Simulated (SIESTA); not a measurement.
Runs of SIESTA 5.4.2 on Au. The structure is cubic, space group Fm-3m (No. 225). The conventional cell has a = 4.070 Å, b = 4.070 Å, c = 4.070 Å, α = 90.00°, β = 90.00°, γ = 90.00°. Around Au (site symmetry m-3m) lie 12 Au at 2.88 Å. 

```tsv
potentials or basis	gap on the mesh (eV)	pressure (GPa)
PseudoDojo 0.4 standard (PBEsol files), SZP (energy shift 0.003 Ry)	none	(b)
PseudoDojo 0.4 standard (PBEsol files), SZ (energy shift 0.003 Ry)	none	30.3
PseudoDojo 0.4 standard (PBEsol files), DZP (energy shift 0.003 Ry; two zetas on semicore shells)	none	3.2
PseudoDojo 0.4 standard (PBEsol files), TZP (energy shift 0.003 Ry; two zetas on semicore shells)	none	(a)
PseudoDojo 0.4 standard (PBEsol files), DZ (energy shift 0.003 Ry; two zetas on semicore shells)	none	-2.6
PseudoDojo 0.4 standard (PBEsol files), TZDP (energy shift 0.003 Ry; two zetas on semicore shells)	none	2.4
```

Alike in all rows: task band structure; level PBEsol; no spin polarisation; cell as given; k mesh 11 × 11 × 11; smearing fermi-dirac 0.05 eV; grid cutoff 800 Ry; energy shift 0.003 Ry.

Fill in the values left out.

(a) 2.0; (b) -1.2.

Caveats: short orbitals over semicore shells can move pressures by several GPa; spin-orbit coupling is left out, which moves the levels of the heavy elements; the basis of atomic orbitals isn't converged, which shifts pressures, moduli and gaps; the basis has no polarisation orbitals (some runs); a pressure of tens of GPa on the cell as given is suspect, and the run, the potentials or the cell itself is likely at fault (some runs).

A k mesh can miss the band edges, and the runs leave out spin-orbit coupling on Au.

A gap of «none» marks a metal or a gap under the smearing width.

Runs at the PBE level aren't shown here.
